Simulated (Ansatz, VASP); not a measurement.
# Ga4AsP3 (random alloy of the zinc-blende GaP-GaAs line, x = 0.25): VASP beside Ansatz

One calculation is typed for both programs; each brings its own data sets. How far apart do they land? Of the first pair: The structure shown is the start of the Ansatz relaxation below; VASP solves that cell, so the two are compared at the walk's first step.

Program: Ansatz 0.2.0. Level of theory: plane waves, with VASP 6.6.1 beside it; PBE. Results are calculated unless marked as measured.

### 1. The structure

The cell holds 64 atoms: 32 Ga, 24 P and 8 As. Cell: a = 11.140 Å, b = 11.140 Å, c = 11.140 Å, α = 90.0°, β = 90.0°, γ = 90.0°. It derives from GaP (zinc-blende GaP-GaAs), repeated 2×2×2. Zinc-blende GaP-GaAs: 64 atoms, 8 of 32 P sites given to As at random, cell and internal coordinates interpolated linearly between the end members (Vegard's rule); (so at first; earlier steps may have moved the atoms), displaced by a Gaussian of 0.02 A. Lattice constants are starting values near those of PBE.

### 2. Ansatz: relaxation, PBE

Ansatz runs on its default PAW (the set named soft_2) files.

The two programs are compared at the cell with which this relaxation starts, whose forces are those of its first step.

File input.yaml:

```yaml
crystal:
  lattice:
    - [11.14, 0.0, 0.0]
    - [0.0, 11.14, 0.0]
    - [0.0, 0.0, 11.14]
  atoms:
    - { symbol: Ga, position: [0.99925, 0.9999, 0.99616] }
    - { symbol: P, position: [0.12794, 0.12178, 0.12349] }
    - { symbol: Ga, position: [0.0009, 0.24776, 0.2481] }
    - { symbol: P, position: [0.12337, 0.37599, 0.37912] }
    - { symbol: Ga, position: [0.25007, 0.99799, 0.25097] }
    - { symbol: P, position: [0.37393, 0.12497, 0.37711] }
    - { symbol: Ga, position: [0.24866, 0.25002, 0.99842] }
    - { symbol: P, position: [0.37472, 0.37546, 0.12322] }
    - { symbol: Ga, position: [0.99939, 0.99958, 0.49886] }
    - { symbol: P, position: [0.12287, 0.12245, 0.62472] }
    - { symbol: Ga, position: [0.99952, 0.25401, 0.74563] }
    - { symbol: As, position: [0.1252, 0.37567, 0.87744] }
    - { symbol: Ga, position: [0.2509, 0.99848, 0.75] }
    - { symbol: P, position: [0.37597, 0.12444, 0.87638] }
    - { symbol: Ga, position: [0.24665, 0.25311, 0.50263] }
    - { symbol: P, position: [0.3744, 0.3761, 0.62509] }
    - { symbol: Ga, position: [0.99851, 0.50016, 0.0018] }
    - { symbol: P, position: [0.12432, 0.62433, 0.12487] }
    - { symbol: Ga, position: [0.00078, 0.7523, 0.24886] }
    - { symbol: P, position: [0.12591, 0.87539, 0.37166] }
    - { symbol: Ga, position: [0.24925, 0.49976, 0.24993] }
    - { symbol: P, position: [0.37559, 0.62134, 0.37508] }
    - { symbol: Ga, position: [0.24878, 0.74742, 0.00094] }
    - { symbol: P, position: [0.37632, 0.87383, 0.12651] }
    - { symbol: Ga, position: [0.99932, 0.50012, 0.49803] }
    - { symbol: As, position: [0.12784, 0.62023, 0.62484] }
    - { symbol: Ga, position: [0.00125, 0.74635, 0.74966] }
    - { symbol: P, position: [0.12486, 0.87648, 0.87724] }
    - { symbol: Ga, position: [0.24927, 0.49751, 0.75245] }
    - { symbol: P, position: [0.37719, 0.62417, 0.87563] }
    - { symbol: Ga, position: [0.25069, 0.75102, 0.50037] }
    - { symbol: P, position: [0.37753, 0.87188, 0.62687] }
    - { symbol: Ga, position: [0.50068, 0.99961, 0.00211] }
    - { symbol: As, position: [0.62079, 0.12709, 0.12569] }
    - { symbol: Ga, position: [0.49797, 0.25078, 0.24945] }
    - { symbol: P, position: [0.62964, 0.3783, 0.37579] }
    - { symbol: Ga, position: [0.74871, 0.99895, 0.24942] }
    - { symbol: As, position: [0.87399, 0.12338, 0.37394] }
    - { symbol: Ga, position: [0.7495, 0.24907, 0.99875] }
    - { symbol: As, position: [0.87333, 0.37958, 0.12236] }
    - { symbol: Ga, position: [0.49817, 0.00078, 0.49942] }
    - { symbol: P, position: [0.62576, 0.12643, 0.62727] }
    - { symbol: Ga, position: [0.50135, 0.24822, 0.75199] }
    - { symbol: As, position: [0.62183, 0.37479, 0.87411] }
    - { symbol: Ga, position: [0.7481, 0.00106, 0.74967] }
    - { symbol: P, position: [0.87683, 0.12234, 0.87652] }
    - { symbol: Ga, position: [0.75089, 0.25023, 0.49745] }
    - { symbol: As, position: [0.87455, 0.37222, 0.62126] }
    - { symbol: Ga, position: [0.50589, 0.50174, 0.00322] }
    - { symbol: P, position: [0.62423, 0.62625, 0.12625] }
    - { symbol: Ga, position: [0.50108, 0.75001, 0.24959] }
    - { symbol: P, position: [0.62128, 0.8761, 0.37576] }
    - { symbol: Ga, position: [0.75201, 0.49951, 0.25313] }
    - { symbol: P, position: [0.8742, 0.62275, 0.37668] }
    - { symbol: Ga, position: [0.74916, 0.74775, 0.00022] }
    - { symbol: P, position: [0.87636, 0.87543, 0.12589] }
    - { symbol: Ga, position: [0.50738, 0.50147, 0.50275] }
    - { symbol: P, position: [0.62143, 0.62566, 0.62639] }
    - { symbol: Ga, position: [0.49935, 0.74843, 0.75071] }
    - { symbol: P, position: [0.62444, 0.87393, 0.87706] }
    - { symbol: Ga, position: [0.7524, 0.50054, 0.74918] }
    - { symbol: P, position: [0.87592, 0.62649, 0.87613] }
    - { symbol: Ga, position: [0.74739, 0.74939, 0.50064] }
    - { symbol: As, position: [0.87612, 0.87672, 0.62636] }
kpoints:
  mp_grid: { grid: [1, 1, 1] }
hamiltonian:
  xc: pbe
scf:
  occupations: { method: fermi_dirac, width: 0.025 }
output:
  forces: true
relax:
  f_tol: 0.04
  max_steps: 150
  cell: {}
```

On the command line:

```sh
ansatz run input.yaml --threads 4 --pin off --max-ram 8192MiB --backend cpu --events-out ev --progress --plain --runs-dir out
```

Numbers of over 12 decimals in the logs are rounded to 6 here.

What it wrote:

```text
Engine: ansatz 0.2.0, x86_64-unknown-linux-gnu
Pseudopotentials: kind: paw
Pseudopotential: Ga, paw, valence charge 13, recommended cutoff 420 eV (normal), Ga.paw.azcp
Pseudopotential: P, paw, valence charge 5, recommended cutoff 420 eV (normal), P.paw.azcp
Pseudopotential: As, paw, valence charge 15, recommended cutoff 420 eV (normal), As.paw.azcp
Functional definition: PBE
  parameter kappa = 0.804
  parameter beta = 0.066725
  exchange = pbe_x(kappa = kappa, mu = beta*pi^2/3)
  correlation = pbe_c(beta = beta)
Crystal: 64 atoms, lattice volume = 1382.470 Å³
Basis set: ecut = 420 eV, 27081 PW (Γ), exchange–correlation on 150×150×150 points (8 copies of the dense FFT grid, shifted against one another)
Bands: 394, of which v1, the nominal top of the filled ones, is band 328 counted from 1 (327 counted from 0)
Symmetry: 1 space group operations
Space group: P1 (ITA 1), of the structure as read, at distance tolerance 1.1e-4 Å
k-points: 1
Non-local potential: Ga, projectors of the file, l = 0: 2, l = 1: 2, l = 2: 3, l = 3: 1
Non-local potential: P, projectors of the file, l = 0: 2, l = 1: 2, l = 2: 2
Non-local potential: As, projectors of the file, l = 0: 2, l = 1: 2, l = 2: 3, l = 3: 1
PAW form: soft (Blöchl's): semilocal exchange-correlation on the pseudo side does not see the compensation charge
PAW one-centre angular grid: Ga, 590 points (default); XC on 64 Gauss nodes
PAW one-centre angular grid: P, 110 points (default); XC on 64 Gauss nodes
PAW one-centre angular grid: As, 590 points (default); XC on 64 Gauss nodes
Initial density: superposition of atomic densities (neutral atoms: chi_scale 0, normalization atom), corrected by the library's trained network
Initial wavefunctions: pseudopotential atomic-orbital guess
Functional: x = pbe(κ = 0.804, μ = 0.219515), c = pbe(β = 0.066725)
SCF iter   1: F=—  HF=-178061.880012 eV  |F-HF|=—  |Δ(HF+E_count)|=         —  Δρ=1.75e-3  dr2=3.07e-2  ethr=1.77e-3  ⟨swp⟩=7.0  Hψ=1508  notcnv=0  defer=18
preconditioner: auto → Resta (q_TF=auto, 2.410 Å⁻¹)  ε∞=4.0  [insulator: Δε(μ)=1.159 eV  Ē_g=13.873 eV  σ=0.025 eV  W_gap=1.00  n_scr=340 (ndim 8)  ℏωp=24.0 eV  f_vac=0.033  D(μ)=0.00/eV (n_scr^D=0)  ε∞_Penn≈4.0]
SCF iter   2: F=—  HF=-178061.821037 eV  |F-HF|=—  |Δ(HF+E_count)|=   5.90e-2  Δρ=6.94e-4  dr2=8.19e-3  ethr=4.69e-6  ⟨swp⟩=3.0  Hψ=852  notcnv=0  defer=41
SCF iter   3: F=—  HF=-178061.821162 eV  |F-HF|=—  |Δ(HF+E_count)|=   1.25e-4  Δρ=4.56e-4  dr2=1.50e-3  ethr=1.25e-6  ⟨swp⟩=2.0  Hψ=667  notcnv=0  defer=41
SCF iter   4: F=—  HF=-178061.820190 eV  |F-HF|=—  |Δ(HF+E_count)|=   9.72e-4  Δρ=1.45e-4  dr2=2.29e-4  ethr=2.29e-7  ⟨swp⟩=2.0  Hψ=627  notcnv=0  defer=41
SCF iter   5: F=—  HF=-178061.820217 eV  |F-HF|=—  |Δ(HF+E_count)|=   2.70e-5  Δρ=3.73e-5  dr2=2.13e-5  ethr=3.49e-8  ⟨swp⟩=2.0  Hψ=667  notcnv=0  defer=41
SCF iter   6: F=—  HF=-178061.819415 eV  |F-HF|=—  |Δ(HF+E_count)|=   8.02e-4  Δρ=2.08e-5  dr2=4.87e-6  ethr=3.25e-9  ⟨swp⟩=3.0  Hψ=670  notcnv=0  defer=41
SCF iter   7: F=—  HF=-178061.819415 eV  |F-HF|=—  |Δ(HF+E_count)|=   5.98e-7  Δρ=8.95e-6  dr2=7.93e-7  ethr=7.42e-10  ⟨swp⟩=2.0  Hψ=667  notcnv=0  defer=41
SCF iter   8: F=-178061.819416 eV  HF=-178061.819416 eV  |F-HF|=2.60e-8  |Δ(HF+E_count)|=   8.44e-7  Δρ=1.52e-6  dr2=7.49e-8  ethr=1.52e-11  ⟨swp⟩=3.0  Hψ=1464  notcnv=0
SCF 1 converged in 8 iterations: F = -178061.819416 eV  dr2 = 7.49e-8
  greatest PAW one-centre occupation: 0.999 electrons in one spin orbital (limit 2), on the As atom at site 47 (counted from 0), in its partial waves of l = 2
relax step   1: F+E_penalty+E_count = -178061.81941628 eV  Δ(F+E_penalty+E_count) = +0.000e0 eV  max|allowed force component| = 1.213e0 eV/Å  Δτ_max = 0.0000 Å  P = +0.271 GPa  Ω = 1382.470 Å³  (8 SCF iters, dr2 threshold 1.00e-7 eV, accepted)
Crystal: 64 atoms, lattice volume = 1384.138 Å³
Basis set: ecut = 420 eV, 27115 PW (Γ), exchange–correlation on 150×150×150 points (8 copies of the dense FFT grid, shifted against one another)
Initial density: handed on by an earlier stage of this run
Initial wavefunctions: those handed on with the density
iter 1 solved again at ethr=3.98e-5 eV; its pass at ethr=3.10e-3 eV (dr2=2.61e-1 eV) is discarded
SCF iter   1: F=—  HF=-178062.750537 eV  |F-HF|=—  |Δ(HF+E_count)|=         —  Δρ=7.01e-3  dr2=2.63e-1  ethr=3.98e-5  ⟨swp⟩=5.0  Hψ=1745  notcnv=0  defer=12
preconditioner: auto → Resta (q_TF=auto, 2.409 Å⁻¹)  ε∞=4.0  [insulator: Δε(μ)=1.144 eV  Ē_g=13.882 eV  σ=0.025 eV  W_gap=1.00  n_scr=340 (ndim 8)  ℏωp=24.0 eV  f_vac=0.033  D(μ)=0.00/eV (n_scr^D=0)  ε∞_Penn≈4.0]
SCF iter   2: F=—  HF=-178062.721558 eV  |F-HF|=—  |Δ(HF+E_count)|=   2.90e-2  Δρ=3.58e-3  dr2=7.22e-2  ethr=3.98e-5  ⟨swp⟩=5.0  Hψ=542  notcnv=0  defer=8
SCF iter   3: F=—  HF=-178062.722421 eV  |F-HF|=—  |Δ(HF+E_count)|=   8.63e-4  Δρ=4.82e-4  dr2=3.21e-3  ethr=1.10e-5  ⟨swp⟩=2.0  Hψ=737  notcnv=0  defer=55
[...]
atom  11  Ga     0.00056021    -0.00102062     0.00015671
  atom  12  As    -0.00069216     0.00025818     0.00048658
  atom  13  Ga     0.00126278    -0.00045896     0.00117524
  atom  14  P     -0.00078175     0.00163202     0.00066380
  atom  15  Ga     0.00126653    -0.00001665    -0.00018061
  atom  16  P      0.00052278     0.00016302    -0.00017528
  atom  17  Ga     0.00049873     0.00031259    -0.00062947
  atom  18  P     -0.00017906     0.00057482    -0.00072357
  atom  19  Ga    -0.00000216     0.00018974    -0.00012501
  atom  20  P     -0.00047441    -0.00036723    -0.00038677
  atom  21  Ga     0.00065122    -0.00051186     0.00028398
  atom  22  P     -0.00053107     0.00136236     0.00073033
  atom  23  Ga     0.00118055     0.00016486    -0.00013451
  atom  24  P      0.00031074     0.00048260    -0.00036036
  atom  25  Ga     0.00033000     0.00041854    -0.00066336
  atom  26  As    -0.00218399    -0.00049521     0.00091353
  atom  27  Ga     0.00073846     0.00071468    -0.00014368
  atom  28  P      0.00013416    -0.00008934    -0.00038297
  atom  29  Ga    -0.00005922     0.00010164    -0.00060168
  atom  30  P     -0.00047728    -0.00176582    -0.00120841
  atom  31  Ga    -0.00107697     0.00033587     0.00053662
  atom  32  P      0.00012560    -0.00036503     0.00025499
  atom  33  Ga    -0.00014150    -0.00047026    -0.00019500
  atom  34  As     0.00147685    -0.00002762    -0.00008766
[...]
atom  57  Ga    -0.00114046    -0.00069134    -0.00012481
  atom  58  P      0.00144561     0.00003864    -0.00119095
  atom  59  Ga    -0.00025037     0.00067758     0.00040675
  atom  60  P     -0.00016142    -0.00036403     0.00007777
  atom  61  Ga     0.00068317     0.00068304    -0.00016752
  atom  62  P     -0.00079179     0.00067329     0.00030968
  atom  63  Ga    -0.00027354    -0.00036357    -0.00055364
  atom  64  As    -0.00005626     0.00091725     0.00066012
  max |Σ_I F_I| component: 2.95e-6 eV/Å
--- Stress (GPa, compression-positive) ---
       -0.003540      -0.001332      -0.000210
       -0.001332      -0.002924       0.001018
       -0.000210       0.001018      -0.002650
  P = ⅓ Tr σ = -0.0030 GPa (-0.030 kbar)
--- Relaxed structure (4 steps of the walk, 4 accepted, 1 SCFs on fresh bases) ---
  F+E_penalty+E_count = -178062.77975269 eV   max|allowed force component| = 2.594e-3 eV/Å   (the final SCF, on the basis selected at the relaxed cell)
  cell:  # Å, volume = 1383.6272 Å³
    - [11.143104, -8.502624590623221e-5, -0.000195276]
    - [-8.502624590623221e-5, 11.143552, 0.000494875]
    - [-0.000195276, 0.000494875, 11.142670]
  atoms:
    - { symbol: Ga, position: [1.000819, 0.998814, 1.001341] }
    - { symbol: P, position: [0.127500, 0.122543, 0.125306] }
    - { symbol: Ga, position: [0.00748377, 0.249637, 0.249670] }
    - { symbol: P, position: [0.128265, 0.374906, 0.374224] }
    - { symbol: Ga, position: [0.251266, 0.999269, 0.249771] }
    - { symbol: P, position: [0.374132, 0.124605, 0.376136] }
    - { symbol: Ga, position: [0.254151, 0.246069, 1.003876] }
    - { symbol: P, position: [0.374063, 0.375836, 0.127232] }
    - { symbol: Ga, position: [1.007294, 0.998730, 0.500563] }
    - { symbol: P, position: [0.128349, 0.123509, 0.625201] }
    - { symbol: Ga, position: [1.000750, 0.243013, 0.749720] }
    - { symbol: As, position: [0.127072, 0.373943, 0.876297] }
    - { symbol: Ga, position: [0.250265, 0.998635, 0.750277] }
    - { symbol: P, position: [0.374026, 0.122518, 0.874416] }
    - { symbol: Ga, position: [0.250409, 0.250105, 0.500565] }
    - { symbol: P, position: [0.375942, 0.373880, 0.623338] }
    - { symbol: Ga, position: [1.000631, 0.506962, 0.00066703] }
    - { symbol: P, position: [0.126316, 0.626992, 0.126355] }
    - { symbol: Ga, position: [0.00057728, 0.750302, 0.249966] }
    - { symbol: P, position: [0.127464, 0.874682, 0.373210] }
    - { symbol: Ga, position: [0.250245, 0.500872, 0.250281] }
    - { symbol: P, position: [0.375903, 0.625066, 0.374249] }
    - { symbol: Ga, position: [0.250105, 0.750377, 0.000969208] }
    - { symbol: P, position: [0.374152, 0.873719, 0.125289] }
    - { symbol: Ga, position: [1.000406, 0.499746, 0.493088] }
    - { symbol: As, position: [0.127089, 0.625896, 0.624279] }
    - { symbol: Ga, position: [0.000546782, 0.750734, 0.756859] }
    - { symbol: P, position: [0.126380, 0.875588, 0.877348] }
    - { symbol: Ga, position: [0.257581, 0.499362, 0.749918] }
    - { symbol: P, position: [0.376061, 0.626903, 0.876376] }
    - { symbol: Ga, position: [0.254405, 0.753373, 0.496557] }
    - { symbol: P, position: [0.375949, 0.875559, 0.625120] }
    - { symbol: Ga, position: [0.495865, 0.995417, -0.00293824] }
    - { symbol: As, position: [0.622798, 0.122752, 0.125466] }
    - { symbol: Ga, position: [0.496376, 0.253096, 0.253734] }
    - { symbol: P, position: [0.621683, 0.376877, 0.376192] }
    - { symbol: Ga, position: [0.749999, 0.992066, 0.250225] }
    - { symbol: As, position: [0.875918, 0.123711, 0.375190] }
    - { symbol: Ga, position: [0.753301, 0.246798, 0.997344] }
    - { symbol: As, position: [0.875950, 0.376654, 0.126342] }
    - { symbol: Ga, position: [0.499576, -0.000785581, 0.499864] }
    - { symbol: P, position: [0.621718, 0.123472, 0.625155] }
    - { symbol: Ga, position: [0.495723, 0.246378, 0.746938] }
    - { symbol: As, position: [0.622803, 0.375760, 0.874383] }
    - { symbol: Ga, position: [0.745770, 0.00201128, 0.752876] }
    - { symbol: P, position: [0.876084, 0.121351, 0.875245] }
    - { symbol: Ga, position: [0.742306, 0.249508, 0.499984] }
    - { symbol: As, position: [0.874090, 0.374850, 0.624339] }
    - { symbol: Ga, position: [0.496865, 0.503176, 0.00451936] }
    - { symbol: P, position: [0.623686, 0.626921, 0.126326] }
    - { symbol: Ga, position: [0.498945, 0.750081, 0.249787] }
    - { symbol: P, position: [0.622717, 0.872733, 0.375172] }
    - { symbol: Ga, position: [0.745673, 0.502833, 0.252950] }
    - { symbol: P, position: [0.873989, 0.625968, 0.373183] }
    - { symbol: Ga, position: [0.748886, 0.750571, 0.00104312] }
    - { symbol: P, position: [0.875992, 0.872803, 0.124489] }
    - { symbol: Ga, position: [0.498905, 0.500434, 0.500658] }
    - { symbol: P, position: [0.622737, 0.626055, 0.624308] }
    - { symbol: Ga, position: [0.499949, 0.750489, 0.749804] }
    - { symbol: P, position: [0.623695, 0.873805, 0.875310] }
    - { symbol: Ga, position: [0.749699, 0.507305, 0.750189] }
    - { symbol: P, position: [0.873941, 0.628098, 0.877384] }
    - { symbol: Ga, position: [0.746530, 0.746993, 0.497448] }
    - { symbol: As, position: [0.874112, 0.874676, 0.625866] }
```

[end of part 1 of 2]

[Lines on the potential files, build, host, timing and source positions are cut from VASP's logs without a mark.]

[Logs are printed without paths, hosts, clocks, repeated set-up lines and the standing remarks that a program may print on its own settings, such as how far it seeks lower states.]

[Hosts, paths, dates, database ids (printed as entryN), source tags and the programs' standing remarks are cut or masked in the printed files.]
